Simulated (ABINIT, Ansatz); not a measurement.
**CaSe (Fm-3m): G0W0 on several meshes in ABINIT**

How does the mesh move the gap of CaSe (Fm-3m)?

Method: LDA and many-body steps on it, plane waves, in ABINIT 10.8.3.

The database entry behind the starting cell differs from later determinations by our own check (0.1 to 0.3 % short, probably kX units), so it need not match the best structure at ambient conditions.

## (1) The starting structure

It takes space group Fm-3m (No. 225, cubic). Conventional cell: a = 5.912 Å, b = 5.912 Å, c = 5.912 Å, α = 90.00°, β = 90.00°, γ = 90.00°. Ca has 6 Se at 2.96 Å nearest. Nearest to Se lie 6 Ca at 2.96 Å. Farther neighbours and most contacts between anions are not listed.

The cell and positions come from the Crystallography Open Database and are kept as given unless a step says otherwise.

## (2) Empty states on the mesh, 4×4×4 mesh, 187 bands

This step: ABINIT 10.8.3; DFT, LDA, plane waves, norm-conserving pseudopotentials.

The sums over transitions need many empty states on a uniform mesh; this step solves for them.

run.abi

```
acell 3*1.0 Angstrom
rprim 
  -0.000000000000 2.956000000000 2.956000000000
  2.956000000000 -0.000000000000 2.956000000000
  2.956000000000 2.956000000000 -0.000000000000
ntypat 2
znucl 20 34
natom 2
typat 1 2
xred 
  0.000000000000 0.000000000000 0.000000000000
  0.500000000000 0.500000000000 0.500000000000
pp_dirpath "pseudos"
pseudos "Ca.upf, Se.upf"
ecut 48
ngkpt 4 4 4
nshiftk 1
shiftk 0 0 0
kptopt 1
chksymbreak 0
iscf -2
irdden 1
istwfk *1
nband 187
nbdbuf 16
tolwfr 1e-09
nstep 60
prtvol 0
indata_prefix "in"
outdata_prefix "out"
tmpdata_prefix "tmp"
```

The run is started by

```console
OMP_NUM_THREADS=1 mpirun -n 4 abinit run.abi > log
```

Numbers of over 12 decimals in the logs are rounded to 6 here.

The log of the run:

```text
.Version 10.8.3 of ABINIT. v10.8.2 released Aug 2026.

 Symmetries : space group Fm -3 m (#225); Bravais cF (face-center cubic)
[... echo of the input left out ...]
== DATASET  1 ==================================================================
-   mpi_nproc: 4, omp_nthreads: 1 (-1 if OMP is not activated)

--- !DatasetInfo
iteration_state: {dtset: 1, }
dimensions: {natom: 2, nkpt: 8, mband: 187, nsppol: 1, nspinor: 1, nspden: 1, mpw: 5577, }
cutoff_energies: {ecut:  48.0, pawecutdg:  -1.0, }
[...]
4.09238    4.09238    4.09238    4.20734    4.20734    4.25523    4.25523    4.25947
   4.25947    4.25947    4.26679    4.27565    4.27565    4.27565    4.38182    4.57312
   4.57353    4.57641    4.65490
 prteigrs : prtvol=0 or 1, do not print more k-points.

== END DATASET(S) ==============================================================
================================================================================

 -outvars: echo values of variables after computation  --------
            nband         187
             nkpt           8
          spgroup         225
 [... the other variables as echoed above ...]

 Calculation completed.
```

Elapsed: 89 s, on 4 MPI ranks of Arm Neoverse V1, shared host; peak memory 0.45 GiB.

Numbers from this step:

```
gap                                                           : 1.874 eV
k of the valence top                                          : 0, 0, 0
k of the conduction bottom                                    : 0.5, 0.5, 0
least direct gap                                              : 2.817 eV
k points computed                                             : 8
lowest point of the top converged band, above the valence top : 106.8624 eV
```

On this mesh the gap is 1.874 eV.

The density comes from a self-consistent run that is not shown.

## (3) Screening, 4×4×4 mesh, 79 bands, screening to 141.5 eV

The RPA dielectric matrix is built and inverted for each q.

This step: RPA screening on LDA, plane waves, norm-conserving pseudopotentials.

run.abi: that of step 2 with these lines changed.

```diff
@@ -20,10 +20,11 @@
 chksymbreak 0
-iscf -2
-irdden 1
 istwfk *1
-nband 187
-nbdbuf 16
-tolwfr 1e-09
-nstep 60
-prtvol 0
+occopt 1
+irdwfk 1
+optdriver 3
+nband 79
+ecuteps 5.2
+inclvkb 2
+awtr 1
+symchi 1
 indata_prefix "in"
```

The log of the run:

```text
.Version 10.8.3 of ABINIT. v10.8.2 released Aug 2026.

 Symmetries : space group Fm -3 m (#225); Bravais cF (face-center cubic)
[... echo of the input left out ...]
== DATASET  1 ==================================================================
-   mpi_nproc: 4, omp_nthreads: 1 (-1 if OMP is not activated)

--- !DatasetInfo
iteration_state: {dtset: 1, }
dimensions: {natom: 2, nkpt: 8, mband: 79, nsppol: 1, nspinor: 1, nspden: 1, mpw: 5577, }
cutoff_energies: {ecut:  48.0, pawecutdg:  -1.0, }
electrons: {nelect:   3.40000000E+01, charge:   0.00000000E+00, occopt:   1.00000000E+00, tsmear:   1.00000000E-02, }

 SCREENING: Calculation of the susceptibility and dielectric matrices

 Based on a program developped by R.W. Godby, V. Olevano, G. Onida, and L. Reining.
 Incorporated in ABINIT by V. Olevano, G.-M. Rignanese, and M. Torrent.
.Using double precision arithmetic ; gwpc =  8

[... cell and pseudopotentials left out ...]
--------------------------------------------------------------------------------

 ==== K-mesh for the wavefunctions ====
 Number of points in the irreducible wedge :     8
[... list of points left out ...]
 Together with 48 symmetry operations and time-reversal symmetry
 yields    64 points in the full Brillouin Zone.

 ==== Q-mesh for the screening function ====
 Number of points in the irreducible wedge :     8
[... list of points left out ...]
 Together with 48 symmetry operations and time-reversal symmetry
 yields    64 points in the full Brillouin Zone.

 setmesh: FFT mesh size selected  =    36x   36x   36
          total number of points  =        46656

 vcoul_init : cutoff-mode = AUXILIARY_FUNCTION
 q-points for optical limit:   1
     1)      0.000010    0.000020    0.000030

- screening: taking advantage of time-reversal symmetry
- Maximum band index for partially occupied states nbvw = 17
- Remaining bands to be divided among processors   nbcw = 62
- Number of bands treated by each node ~15

 Number of electrons calculated from density =   34.0000; Expected =   34.0000
 average of density, n =  0.097530
 r_s =    1.3477
 omega_plasma =   30.1249 [eV]

 calculating chi0 at frequencies [eV] :
  1    0.000000E+00    0.000000E+00
  2    0.000000E+00    3.012487E+01

--------------------------------------------------------------------------------
  q-point number  1        q = ( 0.000000, 0.000000, 0.000000) [r.l.u.]
--------------------------------------------------------------------------------
[... chi0 elements left out ...]
 For q-point:  0.000010 0.000020 0.000030
  dielectric constant =   6.2736
  dielectric constant without local fields =   7.2961

  Average fulfillment of the sum rule on Im[epsilon] for q-point    1 :     37.39  [%]
[... wings left out ...]
  q-point number  2        q = ( 0.250000, 0.000000, 0.000000) [r.l.u.]
--------------------------------------------------------------------------------
[... chi0 elements left out ...]
  Average fulfillment of the sum rule on Im[epsilon] for q-point    2 :     43.71  [%]

 [... 6 further q-points ...]
```

Run time: 46 s. Hardware: 4 MPI ranks; peak memory 1.3 GiB.

Numbers from this step:

- ε∞ with local fields, on this mesh, along the program's q direction: 6.274
- the same without local fields: 7.296
- plasma frequency: 30.12 eV
- plane waves in the screening matrix: 181

Local fields lower ε∞ by 14 %. On a Γ-centred mesh this coarse the value itself is usually too large, while a short band sum pulls it down.

## (4) 4×4×4

The self-energy is evaluated for the states that the input lists, and the levels follow from it, in one-shot runs by the linearised quasiparticle equation.

This step: G0W0 on LDA, plane waves, norm-conserving pseudopotentials.

run.abi: that of step 3 with these lines changed.

```diff
@@ -23,8 +23,17 @@
 irdwfk 1
-optdriver 3
+optdriver 4
 nband 79
+gwcalctyp 0
+ecutsigx 48
+symsigma 1
+nkptgw 2
+kptgw 
+  0.0000000000 0.0000000000 0.0000000000
+  0.5000000000 0.5000000000 0.0000000000
+bdgw 
+  15 21
+  16 19
 ecuteps 5.2
-inclvkb 2
-awtr 1
-symchi 1
+irdscr 1
+ppmodel 1
 indata_prefix "in"
```

The log of the run:

```text
.Version 10.8.3 of ABINIT. v10.8.2 released Aug 2026.

 Symmetries : space group Fm -3 m (#225); Bravais cF (face-center cubic)
[... echo of the input left out ...]
== DATASET  1 ==================================================================
-   mpi_nproc: 4, omp_nthreads: 1 (-1 if OMP is not activated)

--- !DatasetInfo
iteration_state: {dtset: 1, }
dimensions: {natom: 2, nkpt: 8, mband: 79, nsppol: 1, nspinor: 1, nspden: 1, mpw: 5577, }
cutoff_energies: {ecut:  48.0, pawecutdg:  -1.0, }
electrons: {nelect:   3.40000000E+01, charge:   0.00000000E+00, occopt:   1.00000000E+00, tsmear:   1.00000000E-02, }

 SIGMA: Calculation of the GW corrections

 Based on a program developped by R.W. Godby, V. Olevano, G. Onida, and L. Reining.
 Incorporated in ABINIT by V. Olevano, G.-M. Rignanese, and M. Torrent.
.Using double precision arithmetic ; gwpc =  8

[... cell and pseudopotentials left out ...]
--------------------------------------------------------------------------------

 ==== K-mesh for the wavefunctions ====
 Number of points in the irreducible wedge :     8
[... list of points left out ...]
 Together with 48 symmetry operations and time-reversal symmetry
 yields    64 points in the full Brillouin Zone.

 ==== Q-mesh for screening function ====
 Number of points in the irreducible wedge :     8
[... list of points left out ...]
 Together with 48 symmetry operations and time-reversal symmetry
 yields    64 points in the full Brillouin Zone.

 vcoul_init : cutoff-mode = AUXILIARY_FUNCTION
 q-points for optical limit:   1
     1)      0.000010    0.000020    0.000030
 setmesh: FFT mesh size selected  =    50x   50x   50
          total number of points  =       125000

 Number of electrons calculated from density =   34.0000; Expected =   34.0000
 average of density, n =  0.097530
 r_s =    1.3477
 omega_plasma =   30.1249 [eV]

 === KS Band Gaps ===
  >>>> For spin  1
   Minimum direct gap =   2.8166 [eV], located at k-point      :   0.5000  0.5000  0.0000
   Fundamental gap    =   1.8738 [eV], Top of valence bands at :   0.0000  0.0000  0.0000
                                       Bottom of conduction at :   0.5000  0.5000  0.0000
 SIGMA fundamental parameters:
 PLASMON POLE MODEL  1
 number of plane-waves for SigmaX                 5577
 number of plane-waves for SigmaC and W            181
 number of plane-waves for wavefunctions          5577
 number of bands                                    79
 number of independent spin polarizations            1
 number of spinorial components                      1
 number of k-points in IBZ                           8
 number of q-points in IBZ                           8
 number of symmetry operations                      48
 number of k-points in BZ                           64
 number of q-points in BZ                           64
 number of frequencies for dSigma/dE                 9
 frequency step for dSigma/dE [eV]                0.25
 number of omega for Sigma on real axis              0
 max omega for Sigma on real axis  [eV]           0.00
 zcut for avoiding poles [eV]                     0.10

 EPSILON^-1 parameters (SCR file):
 dimension of the eps^-1 matrix on file            181
 dimension of the eps^-1 matrix used               181
 number of plane-waves for wavefunctions          5577
 number of bands                                    79
 number of q-points in IBZ                           8
 number of frequencies                               2
 number of real frequencies                          1
 number of imag frequencies                          1

 matrix elements of self-energy operator (all in [eV])

 Perturbative Calculation

--- !SelfEnergy_ee
iteration_state: {dtset: 1, }
kpoint     : [   0.000,    0.000,    0.000, ]
spin       : 1
KS_gap     :    3.093
QP_gap     :    4.250
Delta_QP_KS:    1.157
data: !SigmaeeData |
     Band     E0 <VxcDFT>   SigX SigC(E0)      Z dSigC/dE  Sig(E)    E-E0       E
       15   4.497 -14.498 -16.679   1.783   0.802  -0.247 -14.818  -0.320   4.177
       16   4.497 -14.498 -16.679   1.783   0.802  -0.247 -14.818  -0.320   4.177
       17   4.497 -14.498 -16.679   1.783   0.802  -0.247 -14.818  -0.320   4.177
       18   7.590 -11.006  -6.321  -3.669   0.824  -0.214 -10.169   0.837   8.427
       19   8.050 -12.301  -6.145  -4.269   0.810  -0.234 -10.772   1.529   9.579
       20   8.050 -12.301  -6.145  -4.269   0.810  -0.234 -10.772   1.529   9.579
       21   8.050 -12.301  -6.145  -4.269   0.810  -0.234 -10.772   1.529   9.579

--- !SelfEnergy_ee
iteration_state: {dtset: 1, }
kpoint     : [   0.500,    0.500,    0.000, ]
spin       : 1
KS_gap     :    2.817
QP_gap     :    4.361
Delta_QP_KS:    1.545
data: !SigmaeeData |
     Band     E0 <VxcDFT>   SigX SigC(E0)      Z dSigC/dE  Sig(E)    E-E0       E
       16   3.554 -13.651 -16.273   1.994   0.798  -0.253 -14.152  -0.501   3.053
       17   3.554 -13.651 -16.273   1.994   0.798  -0.253 -14.152  -0.501   3.053
       18   6.371 -10.383  -5.401  -3.709   0.820  -0.220  -9.339   1.044   7.415
       19   9.344 -10.420  -5.362  -4.016   0.821  -0.218  -9.564   0.855  10.199

== END DATASET(S) ==============================================================
================================================================================

 -outvars: echo values of variables after computation  --------
           etotal      0.0000000000E+00
            nband          79
             nkpt           8
          spgroup         225
 [... the other variables as echoed above ...]

 Calculation completed.
```

Elapsed: 8.8 s, on 4 MPI ranks; peak memory 1.1 GiB; 35 s of CPU time.

Numbers from this step:

- G0W0 gap on the points computed: 3.238 eV
- starting gap on the mesh: 1.874 eV
- k of the valence top: 0, 0, 0
- k of the conduction bottom: 0.5, 0.5, 0
- Z at the valence top: 0.802
- Z at the conduction bottom: 0.82
- least direct G0W0 gap on the computed points: 4.25 eV

The gap on the mesh goes from 1.87 eV to 3.24 eV, a correction of +1.36 eV.

## (5) Empty states on the mesh, 6×6×6 mesh, 85 bands

This step: DFT, LDA, plane waves, norm-conserving pseudopotentials.

run.abi: that of step 4 with these lines changed.

```diff
@@ -15,3 +15,3 @@
 ecut 48
-ngkpt 4 4 4
+ngkpt 6 6 6
 nshiftk 1
@@ -20,20 +20,10 @@
 chksymbreak 0
+iscf -2
+irdden 1
 istwfk *1
-occopt 1
-irdwfk 1
-optdriver 4
-nband 79
-gwcalctyp 0
-ecutsigx 48
-symsigma 1
-nkptgw 2
-kptgw 
-  0.0000000000 0.0000000000 0.0000000000
-  0.5000000000 0.5000000000 0.0000000000
-bdgw 
-  15 21
-  16 19
-ecuteps 5.2
-irdscr 1
-ppmodel 1
+nband 85
+nbdbuf 6
+tolwfr 1e-09
+nstep 60
+prtvol 0
 indata_prefix "in"
```

The log of the run:

```text
.Version 10.8.3 of ABINIT. v10.8.2 released Aug 2026.

 Symmetries : space group Fm -3 m (#225); Bravais cF (face-center cubic)
[... echo of the input left out ...]
== DATASET  1 ==================================================================
-   mpi_nproc: 4, omp_nthreads: 1 (-1 if OMP is not activated)

--- !DatasetInfo
iteration_state: {dtset: 1, }
dimensions: {natom: 2, nkpt: 16, mband: 85, nsppol: 1, nspinor: 1, nspden: 1, mpw: 5577, }
cutoff_energies: {ecut:  48.0, pawecutdg:  -1.0, }
[...]
1.73668    1.73668    1.73668    1.76127    1.76127    1.84456    1.97371    1.97371
   1.97371    1.99168    1.99168    1.99168    2.34896    2.41270    2.41270    2.41270
   2.45142    2.45142    2.57258    2.57258    2.57260
 prteigrs : prtvol=0 or 1, do not print more k-points.

== END DATASET(S) ==============================================================
================================================================================

 -outvars: echo values of variables after computation  --------
            nband          85
             nkpt          16
          spgroup         225
 [... the other variables as echoed above ...]

 Calculation completed.
```

It took 50 s on 4 MPI ranks; peak memory 0.4 GiB.

This step gave:

```yaml
gap: 1.874 eV
k_of_the_valence_top: 0, 0, 0
k_of_the_conduction_bottom: 0.5, 0.5, 0
least_direct_gap: 2.817 eV
k_points_computed: 16
lowest_point_of_the_top_converged_band_above_the_valence_top: 54.8089 eV
```

On this mesh the gap is 1.874 eV.

(Continued in part 2 of 2.)

[Paths, hosts, dates, memory and timing lines, banners, echoed tables and standing remarks are left out of the program output.]

[Logs are printed without paths, hosts, clocks, repeated set-up lines and the standing remarks that a program may print on its own settings, such as how far it seeks lower states.]

[Runs of the session that timed out or met a known fault of the program may be left out.]

[Hosts, paths, dates, database ids (printed as entryN), source tags and the programs' standing remarks are cut or masked in the printed files.]

[G0W0 gaps are taken among the corrected bands and points alone; a level outside them can change the order at an edge.]

[Where Ansatz stands beside ABINIT at settings called matched, ABINIT's density can come from a denser mesh and the files from another edition; pairs whose starting gaps differed by over 0.03 eV were left out, so agreement reads better than it is.]
